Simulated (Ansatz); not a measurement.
Level of theory: DFT PBE, scalar-relativistic, plane waves, PAW (Ansatz). Settings: cutoff 420 eV, Γ-centred meshes spaced at most about 0.3 Å⁻¹, and about 0.25 Å⁻¹ or finer for metals (2π included), Gaussian smearing. No spin polarisation in the final relaxations.

All energies are static (0 K, no zero-point motion).

Two relaxed structures of SnSe2:

A.

```
Sn Se
1.0
     0.00000    3.98979    5.96458
     1.94323    0.00000    5.96458
     1.94323    3.98979    0.00000
Sn Se
1 2
Direct
  0.00000 0.00000 0.00000
  0.34165 0.34165 0.65835
  0.65835 0.65835 0.34165
```

B.

```
Sn Se
1.0
     3.86998    0.00000    0.00000
     1.93448    3.35217    0.00000
     0.29199    1.98710    7.39460
Sn Se
1 2
Direct
  0.00000 0.00000 0.00000
  0.28594 0.46083 0.78441
  0.71406 0.53917 0.21559
```

Question: Which is lower in energy, and by how much?

Answer: B is lower, by 0.35 eV/atom. A has space group Fmmm (No. 69), 30.8 Å³/atom and no gap on its mesh; B has space group P-1 (No. 2), 32.0 Å³/atom and a gap of 0.66 eV. Counting Se atoms around Sn (those within 1.25 times the shortest such distance or 1.15 times the sum of covalent radii, 1.27 where that leaves under three), A has Sn 4 and B has Sn 6. Both come from invented guesses. The part of the Crystallography Open Database at hand lists SnSe2 in space group No. 164, which no cell shown has.

Weakly bound directions are ill-defined at this level, which has no dispersion term (Fmmm, P-1), and this can change margins and order among such cells. Kohn–Sham gaps at this level usually fall short of measured ones. Cells relaxed within their symmetry can be saddle points. The P-1 cell of SnSe2 came from shaking the Fmmm one.

The energy difference reflects intralayer bonding more than packing. B consists of edge-sharing SnSe6 octahedra in the trigonal layers known for SnSe2, and it departs from the listed No. 164 structure mainly through a lateral slip between layers. Their spacing of 7.39460 Å is well above the measured one, as expected when dispersion attraction is missing, which also explains why B is less dense despite its higher coordination.

In A, Sn sits in a flat, four-coordinate rectangle of Se, an unfavourable geometry for Sn(IV), whose filled d shell gives no ligand-field preference for planarity. Se atoms of neighbouring chains also approach to distances between a single bond and a van der Waals contact. This suggests partial Se–Se bonding and incomplete reduction of Se, which would help close the gap. In B, by contrast, filled Se 4p states are separated from empty Sn 5s–Se 4p antibonding states, as expected for Sn(IV) selenide.

The comparison supports the octahedral layer over the planar motif, but does not establish the preferred stacking.
